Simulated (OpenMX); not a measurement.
## BN in OpenMX: the effect of volume scale

BN:

```
N B
1.0
     2.40342    0.00000    0.00000
    -1.19470    2.08545    0.00000
    -0.60436   -1.04272    2.89645
N B
1 1
Direct
  0.66851 0.33238 0.98500
  0.97964 0.98350 0.00181
```

The cell comes from a database or a generator and needn't be the stable form of this composition.

Alike in all runs:

| Item | Value |
| --- | --- |
| Program | OpenMX 3.8.5 |
| Task | single point |
| Functional | PBE |
| Potentials or basis | OpenMX 2013 PBE set, N6.0-s2p2d1, B7.0-s2p2d1, grid cutoff 400 Ry |
| k mesh | 9 × 9 × 7 |
| Occupations | fermi-dirac, width 0.05 eV |
| Spin | no spin polarisation |

```csv
volume scale,gap on the mesh (eV),pressure (GPa),largest force (eV/Å)
0.88,2.99,51.5,3.76
0.92,3.01,33.9,3.43
0.96,3.03,19.3,3.13
1,?,?,?
1.04,3.05,-3.2,2.62
1.08,3.04,-11.8,2.41
```

Question: What does the run with volume scale 1 give?

Answer: gap on the mesh 3.04 eV; pressure 7.1 GPa; largest force 2.86 eV/Å.

Worked out: A parabola through the other rows of the gap on the mesh, of slope 0.185 eV per unit of volume scale there, gives 3.04 eV, against the run's 3.04. A parabola through the other rows of the pressure, of slope -286 GPa per unit of volume scale there, gives 6.8 GPa, against the run's 7.1. A parabola through the other rows of the largest force, of slope -6.38 eV/Å per unit of volume scale there, gives 2.86 eV/Å, against the run's 2.86.

Caveats: an odd mesh through Γ misses points on the zone boundary, where band edges often lie; the basis of atomic orbitals isn't converged, which shifts pressures, moduli and gaps; forces of over 1 eV/Å show positions far from the minimum, so gaps and moduli don't describe the material at rest.
